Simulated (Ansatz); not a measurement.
P:

```
P
1.0
     1.64774   -5.46504    0.00000
     1.64774    5.46504    0.00000
     0.00000    0.00000    4.54364
P
4
Direct
  0.90414 0.09586 0.58882
  0.09586 0.90414 0.41118
  0.59586 0.40414 0.08882
  0.40414 0.59586 0.91118
```

Base run:

```yaml
Program: Ansatz 0.2.0
Functional: PBE
Potentials_or_basis: all-electron LAPW, scalar-relativistic
Cutoff: 247 eV
Density_cutoff: 986 eV
Basis_error_allowed: 0.001 eV/atom
k_mesh: 8 × 8 × 6
Occupations: fermi-dirac, width 0.05 eV
Spin: no spin polarisation
```

Its results: band gap on the k mesh 0.10 eV, direct; pressure 2.0 GPa; largest force 0.335 eV/Å.

Q: The run is repeated on the same cell with these changes: functional from PBE to PBEsol; basis error allowed from 0.001 eV/atom to 0.002 eV/atom. What comes out?

A: Band gap on the k mesh 0.01 eV, direct; pressure -0.6 GPa; largest force 0.294 eV/Å.

Not every run made on this cell is shown here.
